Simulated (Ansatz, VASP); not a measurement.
# BP: VASP beside Ansatz

The input INCAR:

```
SYSTEM = BP
PREC = Accurate
ENCUT = 520
EDIFF = 1E-7
ISMEAR = 0
SIGMA = 0.02
LREAL = .False.
LASPH = .True.
NELM = 80
ALGO = Normal
ISIF = 2
LWAVE = .False.
LCHARG = .True.
GGA = PE
LELF = .True.
LVHAR = .True.
NBANDS = 11
```

File KPOINTS:

```
regular mesh
0
Gamma
  10 10 10
  0 0 0
```

Contents of POSCAR:

```
BP
1.0
    0.0000000000      2.3475618988      2.3475618988
    2.3475618988      0.0000000000      2.3475618988
    2.3475618988      2.3475618988      0.0000000000
B P
1 1
Direct
    0.0000000000      0.0000000000      0.0000000000
    0.2500000000      0.2500000000      0.2500000000
```

Input for Ansatz:

```yaml
crystal:
  lattice:
    - [0.0, 2.3475618988, 2.3475618988]
    - [2.3475618988, 0.0, 2.3475618988]
    - [2.3475618988, 2.3475618988, 0.0]
  atoms:
    - { symbol: B, position: [0.0, 0.0, 0.0] }
    - { symbol: P, position: [0.25, 0.25, 0.25] }
basis:
  ecutwfc: 420
kpoints:
  mp_grid: { grid: [10, 10, 10] }
hamiltonian:
  xc: pbe
scf:
  occupations: { method: gaussian, width: 0.02 }
output:
  forces: true
  stress: true
  eigenvalues: true
```

Alike in both runs: task single point; functional PBE; k mesh 10 × 10 × 10; occupations gaussian, width 0.02 eV; no spin polarisation.

|  | VASP | Ansatz |
| --- | --- | --- |
| version | VASP 6.6.1 | Ansatz 0.2.0 |
| potentials or method | VASP PAW PBE potentials, release 64 (B, P) | scalar-relativistic, plane waves, PAW |
| plane-wave cutoff (eV) | 520 | 420 |
| valence electrons in the cell | 8 | 8 |

VASP gave:

| Item | Value |
| --- | --- |
| gap on the k mesh at the Fermi level (eV) | 1.37 |
| least direct gap on the mesh (eV) | 3.27 |
| pressure (GPa) | -13.0 |

Q: Which values does Ansatz return?

A: gap on the k mesh at the Fermi level (eV): 1.38; least direct gap on the mesh (eV): 3.27; pressure (GPa): -12.8.

A k mesh can miss the band edges. A hybrid or GW would open this gap; PBE tends to underestimate it.
